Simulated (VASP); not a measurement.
# Al (Fm-3m) in VASP: a series of runs, part 2 of 2

VASP 6.6.1.

**4. Single point, LDA (grid = ENCUT=350 dk=0.27 cell=2x2x2 ISMEAR=1 SIGMA=0.1 LREAL=Auto EDIFF=1e-06)**

Input file INCAR:

```
ALGO = Fast
EDIFF = 1E-6
ENCUT = 350
ISIF = 2
ISMEAR = 1
LASPH = T
LCHARG = F
LREAL = Auto
LWAVE = F
NBANDS = 18
NELM = 120
PREC = Accurate
SIGMA = 0.1
```

Input file KPOINTS:

```
k-points
0
Gamma
  5 5 5
```

Input file POSCAR:

```
Al
1.0
    0.0000000000      4.0496100000      4.0496100000
    4.0496100000      0.0000000000      4.0496100000
    4.0496100000      4.0496100000      0.0000000000
Al
7
Direct
    0.0000000000      0.0000000000      0.5000000000
    0.0000000000      0.5000000000      0.0000000000
    0.0000000000      0.5000000000      0.5000000000
    0.5000000000      0.0000000000      0.0000000000
    0.5000000000      0.0000000000      0.5000000000
    0.5000000000      0.5000000000      0.0000000000
    0.5000000000      0.5000000000      0.5000000000
```

Potentials or basis: VASP PAW LDA potentials, release 64 (Al).

Command:

```sh
> cat potpaw_LDA.64/Al/POTCAR > POTCAR
> mpirun -np 1 vasp_std > vasp.out
```

OUTCAR:

```text
EDIFF = 1E-6
   ENCUT = 350
   ISIF = 2
   ISMEAR = 1
   LASPH = T
   LREAL = Auto
   NELM = 120
   PREC = Accurate

 Found     10 irreducible k-points:

 Following reciprocal coordinates:
            Coordinates               Weight
  0.000000  0.000000  0.000000      1.000000
  0.200000  0.000000  0.000000      8.000000
  0.400000  0.000000  0.000000      8.000000
  0.200000  0.200000  0.000000      6.000000
  0.400000  0.200000  0.000000     24.000000
 -0.400000  0.200000  0.000000     24.000000
   k-points           NKPTS =     10   k-points in BZ     NKDIM =     10   number of bands    NBANDS=     18
   number of dos      NEDOS =    301   number of ions     NIONS =      7
   total plane-waves  NPLWV =  46656
   dimension x,y,z NGX =    36 NGY =   36 NGZ =   36
   dimension x,y,z NGXF=    72 NGYF=   72 NGZF=   72
   ions per type =               7
   NGX,Y,Z   is equivalent  to a cutoff of  10.45, 10.45, 10.45 a.u.
   NGXF,Y,Z  is equivalent  to a cutoff of  20.90, 20.90, 20.90 a.u.
 SYSTEM =  unknown system
   PREC   = accura    normal or accurate (medium, high low for compatibility)
   ISTART =      0    job   : 0-new  1-cont  2-samecut
   ICHARG =      2    charge: 1-file 2-atom 10-const
   ISPIN  =      1    spin polarized calculation?
   LNONCOLLINEAR =      F non collinear calculations
   LSORBIT =      F    spin-orbit coupling
   LASPH  =      T    aspherical Exc in radial PAW
   ENCUT  =  350.0 eV  25.72 Ry    5.07 a.u.   8.74  8.74  8.74*2*pi/ulx,y,z
   NELM   =    120;   NELMIN=  2; NELMDL= -5     # of ELM steps
   EDIFF  = 0.1E-05   stopping-criterion for ELM
   LREAL  =      T    real-space projection
   EDIFFG = 0.1E-04   stopping-criterion for IOM
   NSW    =      0    number of steps for IOM
[... 5 lines left out ...]
   TEBEG  =    0.0;   TEEND  =   0.0 temperature during run
   PSTRESS=    0.0 pullay stress
   NELECT =      21.0000    total number of electrons
   NUPDOWN=      -1.0000    fix difference up-down
   EMIN   =  10.00;   EMAX   =-10.00  energy-range for DOS
   EFERMI =   0.00;   METHOD = LEGACY
   ISMEAR =     1;   SIGMA  =   0.10  broadening in eV -4-tet -1-fermi 0-gaus
   EFERMI_NEDOS =   21; number of points for ismear=-14 and -15
   IALGO  =     68    algorithm
   IMIX   =      4    mixing-type and parameters
     AMIX     =   0.40;   BMIX     =  1.00
     AMIX_MAG =   1.60;   BMIX_MAG =  1.00
  volume/ion in A,a.u.               =      18.97       128.05
  Fermi-wavevector in a.u.,A,eV,Ry     =   0.885234  1.672850 10.662058  0.783639
  Thomas-Fermi vector in A             =   2.006240
   LORBIT       =      0    0 simple, 1 ext, 2 COOP (PROOUT), +10 PAW based schemes
   GGA     = CA    functional components
   LHFCALC =     F    Hartree Fock is set to
   AEXX    =    0.0000 exact exchange contribution
   IVDW    =     0    specifies the selected vdW correction
   LEPSILON=     F    determine dielectric tensor
   LRPA    =     F    only Hartree local field effects (RPA)
 non-spin polarized calculation
 RMM-DIIS sequential band-by-band and
 Methfessel and Paxton  Order N= 1 SIGMA  =   0.10
  energy-cutoff  :      350.00
  volume of cell :      132.82
 maximum number of plane-waves:      1989
   NGX = 17   NGY = 17   NGZ = 17

 number of electron      21.0000000 magnetization

 Free energy of the ion-electron system (eV)
  ---------------------------------------------------
  ext. energy  EPLUGINS =         0.00000000
  ---------------------------------------------------
  free energy    TOTEN  =       -28.45504656 eV

  energy without entropy =      -28.45564045  energy(sigma->0) =      -28.45524452

 E-fermi :   6.1451     XC(G=0):  -9.7372

 val. band max:        6.1122865853   @ k =  -0.4000   0.4000   0.2000
 cond. band min:       6.2591999809   @ k =  -0.4000   0.4000   0.2000
 fundamental gap:      0.1469133957
 Fermi energy:         6.1450520160

 k-point     1 :       0.0000    0.0000    0.0000
  band No.  band energies     occupation
      1      -4.0892      2.00000
      2       1.8883      2.00000
      3       2.2859      2.00000
      4       2.2859      2.00000
      5       2.2859      2.00000
      6       2.4150      2.00000
[... 10 lines left out ...]
     17      12.2248      0.00000
     18      12.2346      0.00000

 k-point     2 :       0.2000    0.0000    0.0000
  band No.  band energies     occupation
      1      -3.8315      2.00000
      2       0.0904      2.00000
      3       1.7536      2.00000
      4       1.7536      2.00000
      5       1.7624      2.00000
      6       2.9517      2.00000
[... 10 lines left out ...]
     17       9.8645      0.00000
     18      10.3038      0.00000

 k-point     3 :       0.4000    0.0000    0.0000
  band No.  band energies     occupation
      1      -3.0926      2.00000
      2      -1.6333      2.00000
      3       1.4563      2.00000
      4       1.5335      2.00000
      5       1.5335      2.00000
      6       2.5133      2.00000
[... 10 lines left out ...]
     17       9.2956      0.00000
     18      11.1852      0.00000

 k-point     4 :       0.2000    0.2000    0.0000
  band No.  band energies     occupation
      1      -3.7449      2.00000
      2       0.6926      2.00000
      3       0.9117      2.00000
      4       1.0614      2.00000
      5       1.0614      2.00000
      6       2.8231      2.00000
[... 10 lines left out ...]
     17       9.5838      0.00000
     18      10.5479      0.00000

 k-point     5 :       0.4000    0.2000    0.0000
  band No.  band energies     occupation
      1      -3.1556      2.00000
      2      -0.9443      2.00000
      3       0.1407      2.00000
      4       0.8051      2.00000
      5       1.3854      2.00000
      6       3.0767      2.00000
[... 10 lines left out ...]
     17      10.5794      0.00000
     18      10.7082      0.00000

 k-point     6 :      -0.4000    0.2000    0.0000
  band No.  band energies     occupation
      1      -2.5847      2.00000
      2      -1.8353      2.00000
      3      -0.2669      2.00000
      4       1.0336      2.00000
      5       1.5737      2.00000
      6       3.2400      2.00000
[... 10 lines left out ...]
     17      10.1874      0.00000
     18      10.2370      0.00000

 [... further k-points ...]

------------------------ aborting loop because EDIFF is reached ----------------------------------------

  FORCE on cell =-STRESS in cart. coord.  units (eV):
  Direction    XX          YY          ZZ          XY          YZ          ZX
  --------------------------------------------------------------------------------------
  -------------------------------------------------------------------------------------
  Total       -4.4507557     -4.4507557     -4.4507557      0.0000000      0.0000000     -0.0000000
  in kB      -53.6876925    -53.6876925    -53.6876925      0.0000000      0.0000000     -0.0000000
  external PRESSURE =     -53.6876925 kB  Pullay stress =       0.0000000 kB

 VOLUME and BASIS-vectors are now :
 -----------------------------------------------------------------------------
  energy-cutoff  :      350.00
  volume of cell :      132.82
      direct lattice vectors                 reciprocal lattice vectors
     0.000000000  4.049610000  4.049610000    -0.123468680  0.123468680  0.123468680
     4.049610000  0.000000000  4.049610000     0.123468680 -0.123468680  0.123468680
     4.049610000  4.049610000  0.000000000     0.123468680  0.123468680 -0.123468680

 POSITION                                       TOTAL-FORCE (eV/Angst)
 -----------------------------------------------------------------------------------
      2.02481      2.02481      0.00000         0.000000     -0.000000      0.000000
      2.02481      0.00000      2.02481         0.000000      0.000000      0.000000
      4.04961      2.02481      2.02481         0.000000     -0.000000     -0.000000
      0.00000      2.02481      2.02481        -0.000000      0.000000     -0.000000
      2.02481      4.04961      2.02481        -0.000000      0.000000     -0.000000
      2.02481      2.02481      4.04961         0.000000     -0.000000      0.000000
      4.04961      4.04961      4.04961        -0.000000     -0.000000      0.000000
 -----------------------------------------------------------------------------------
    total drift:                                0.000000     -0.000000     -0.000000

  FREE ENERGIE OF THE ION-ELECTRON SYSTEM (eV)
  ---------------------------------------------------
  free  energy   TOTEN  =       -28.4550465616 eV

  energy  without entropy=      -28.4556404452  energy(sigma->0) =      -28.45524452
```

OSZICAR:

```text
N       E                     dE             d eps       ncg     rms          rms(c)
DAV:   1     0.106418809814E+02    0.10642E+02   -0.57095E+03   360   0.660E+02
DAV:   2    -0.275795637532E+02   -0.38221E+02   -0.36792E+02   478   0.998E+01
DAV:   3    -0.287180770360E+02   -0.11385E+01   -0.11224E+01   442   0.158E+01
DAV:   4    -0.287305701893E+02   -0.12493E-01   -0.12486E-01   486   0.200E+00
DAV:   5    -0.287307461866E+02   -0.17600E-03   -0.17599E-03   438   0.227E-01    0.343E+00
RMM:   6    -0.285414059508E+02    0.18934E+00   -0.96664E-02   364   0.110E+00    0.197E+00
RMM:   7    -0.284560698805E+02    0.85336E-01   -0.15421E-01   382   0.144E+00    0.276E-01
RMM:   8    -0.284548961877E+02    0.11737E-02   -0.12953E-02   385   0.590E-01    0.107E-01
RMM:   9    -0.284550482765E+02   -0.15209E-03   -0.31098E-03   419   0.286E-01    0.115E-01
RMM:  10    -0.284550426635E+02    0.56129E-05   -0.84989E-04   390   0.168E-01    0.160E-02
RMM:  11    -0.284550413908E+02    0.12728E-05   -0.21982E-04   428   0.874E-02    0.278E-02
RMM:  12    -0.284550460408E+02   -0.46501E-05   -0.45362E-05   417   0.409E-02    0.199E-02
RMM:  13    -0.284550465616E+02   -0.52080E-06   -0.66691E-06   367   0.164E-02
   1 F= -.28455047E+02 E0= -.28455245E+02  d E =0.593884E-03
```

stdout:

```text
POSCAR found type information on POSCAR Al
 POSCAR found :  1 types and       7 ions
 scaLAPACK will be used
 -----------------------------------------------------------------------------
|                                                                             |
|                                                                             |
|     You have a (more or less) 'small supercell' and for smaller cells       |
|     it is recommended to use the reciprocal-space projection scheme!        |
|     The real-space optimization is not efficient for small cells and it     |
|     is also less accurate ...                                               |
|     Therefore, set LREAL=.FALSE. in the INCAR file.                         |
|                                                                             |
 -----------------------------------------------------------------------------

 LDA part: xc-table for (Slater(with rela. corr.)+CA(PZ))
 , standard interpolation
 POSCAR, INCAR and KPOINTS ok, starting setup
 FFT: planning ... GRIDC
 FFT: planning ... GRID_SOFT
 FFT: planning ... GRID
 WAVECAR not read
 entering main loop
```

It took 7.3 s on 1 thread of Intel Xeon 6975P-C (Granite Rapids), shared host; peak memory 0.15 GiB.

The run converged, but some of its settings lie outside the range that counts as converged, so its numbers aren't taken as properties of the crystal.

Results:

```yaml
Free_energy: -28.4550 eV
Pressure: -5.4 GPa
Band_gap_on_the_k_mesh: none (metal or under the smearing width)
```

**5. Single point, LDA (grid = ENCUT=500 dk=0.35 cell=2x2x2 ISMEAR=1 SIGMA=0.1 LREAL=Auto EDIFF=1e-06)**

INCAR, as its differences from that of step 4:

```diff
@@ -2,3 +2,3 @@
 EDIFF = 1E-6
-ENCUT = 350
+ENCUT = 500
 ISIF = 2
```

Input file KPOINTS:

```
k-points
0
Gamma
  4 4 4
```

POSCAR is that of step 4.

Command:

```sh
> cat potpaw_LDA.64/Al/POTCAR > POTCAR
> mpirun -np 1 vasp_std > vasp.out
```

Wall time 11 s (1 thread of Intel Xeon 6975P-C (Granite Rapids), shared host); peak memory 0.18 GiB.

These settings aren't checked as converged: the numbers below hold their error.

What came out:

```yaml
Free_energy: -28.1982 eV
Pressure: -5.4 GPa
Band_gap_on_the_k_mesh: none (metal or under the smearing width)
```

**6. Single point, LDA (grid = ENCUT=600 dk=0.35 cell=2x2x2 ISMEAR=1 SIGMA=0.1 LREAL=Auto EDIFF=1e-06)**

INCAR, as its differences from that of step 5:

```diff
@@ -2,3 +2,3 @@
 EDIFF = 1E-6
-ENCUT = 500
+ENCUT = 600
 ISIF = 2
```

KPOINTS is that of step 5.

POSCAR is that of step 5.

Potentials or basis: VASP PAW LDA potentials, release 64 (Al).

Command:

```sh
> cat potpaw_LDA.64/Al/POTCAR > POTCAR
> mpirun -np 1 vasp_std > vasp.out
```

Run time: 20 s. Hardware: 1 thread of Intel Xeon 6975P-C (Granite Rapids), shared host; peak memory 0.22 GiB.

These settings aren't checked as converged: the numbers below hold their error.

Results:

```
Free energy            : -28.1976 eV
Pressure               : -5.4 GPa
Band gap on the k mesh : none (metal or under the smearing width)
```

**7. The reference run**

An earlier run on the cell as given: functional PBE; potentials or basis VASP PAW PBE potentials, release 64 (Al); cutoff 520 eV; k mesh 11 × 11 × 11; occupations fermi-dirac, width 0.05 eV; no spin polarisation.

* Pressure: -0.5 GPa
* Band gap on the k mesh: none (metal or under the smearing width)
